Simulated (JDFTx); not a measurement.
Runs of JDFTx 1.7.0 (patched build) on AlN. It takes space group P6_3mc (No. 186, hexagonal). Conventional cell: a = 3.113 Å, b = 3.113 Å, c = 4.981 Å, α = 90.00°, β = 90.00°, γ = 120.00°. Al (site symmetry 3m) is surrounded by 4 N at 1.89 Å. Around N (site symmetry 3m) lie 4 Al at 1.89 Å. 

| task | level | potentials or basis | cell | k mesh | cutoff (eV) | max SCF steps | SCF threshold on the energy | solver of the electrons | further solve for the empty bands | symmetries | mesh quality | gap on the mesh (eV) | pressure (GPa) | V0 of scaled cells (Å³/atom) | relaxed volume (Å³/atom) | B0 (GPa) | largest force (eV/Å) |
| --- | --- | --- | --- | --- | --- | --- | --- | --- | --- | --- | --- | --- | --- | --- | --- | --- | --- |
| relaxation of cell and atoms | PBE+D3(BJ) | PseudoDojo-SR-PBE-0.5-standard | relaxed | 10 × 10 × 6 | 1143 | 100 | 1e-09 Ha | scf | no | - | not flagged | 4.24 | 0.0 | - | (b) | - | - |
| relaxation of cell and atoms | RPBE | PseudoDojo-SR-PBE-0.5-standard | relaxed | 10 × 10 × 6 | 1143 | 100 | 1e-09 Ha | scf | no | - | not flagged | 4.09 | 0.0 | - | 10.68 | - | - |
| equation of state | PBE | PseudoDojo-SR-PBE-0.5-standard | as given | 10 × 10 × 6 | 1143 | 100 | 1e-09 Ha | scf | - | - | not flagged | - | - | (a) | - | 194 | - |
| screening | PBE | PseudoDojo-SR-PBE-0.5-standard | as given | 4 × 4 × 2 | 1143 | 100 | 1e-09 Ha | scf | yes | none | coarse | 4.22 | 3.3 | - | - | - | 0.15 |
| single point | PBEsol | PseudoDojo-SR-PBEsol-0.4.1-standard with smoothed tails | as given | 10 × 10 × 6 | 1143 | 100 | 1e-09 Ha | scf | yes | - | not flagged | 4.14 | 0.1 | - | - | - | 0.13 |
| single point | PBEsol | PseudoDojo-SR-PBEsol-0.4.1-standard | as given | 10 × 10 × 6 | 1143 | 100 | 1e-09 Ha | scf | yes | - | not flagged | 4.14 | 0.1 | - | - | - | 0.13 |
| equation of state | PBEsol | PseudoDojo-SR-PBEsol-0.4.1-standard with smoothed tails | as given | 10 × 10 × 6 | 1143 | 100 | 1e-09 Ha | scf | - | - | not flagged | - | - | 10.46 | - | 201 | - |
| single point | LDA | PseudoDojo-SR-LDA-0.4.1-standard with smoothed tails | as given | 10 × 10 × 6 | 1143 | 100 | 1e-09 Ha | scf | yes | - | not flagged | 4.26 | -5.8 | - | - | - | 0.11 |
| single point | PBE | PseudoDojo-SR-PBE-0.5-standard with smoothed tails | as given | 5 × 5 × 3 | 1143 | 100 | 1e-09 Ha | scf | yes | - | coarse | 4.22 | 3.4 | - | - | - | 0.13 |
| single point | r2SCAN | SG15-PBE-1.2 | as given | 4 × 4 × 2 | 1088 | 100 | 1e-09 Ha | scf | yes | - | coarse | 4.70 | 0.1 | - | - | - | - |

Alike in all rows: no spin polarisation; smearing fermi-dirac 0.05 eV.

Fill in the values left out.

(a) 10.63; (b) 10.40.

Caveats: some runs use coarse meshes; the empty levels aren't tightly converged (some runs); the potentials were made for another functional, which shifts forces and pressure (some runs); the cell was scaled at fixed shape and fractional positions, which overstates the stiffness of a crystal with free parameters, most of all of layers and chains (some runs); an odd mesh through Γ misses points on the zone boundary, where band edges often lie (some runs); meta-GGA forces are noisy on this grid (some runs); the forces don't sum to zero, a sign of grid noise (some runs).

A gap of «none» marks a metal or a gap under the smearing width.

Not every run made on this cell is shown here.
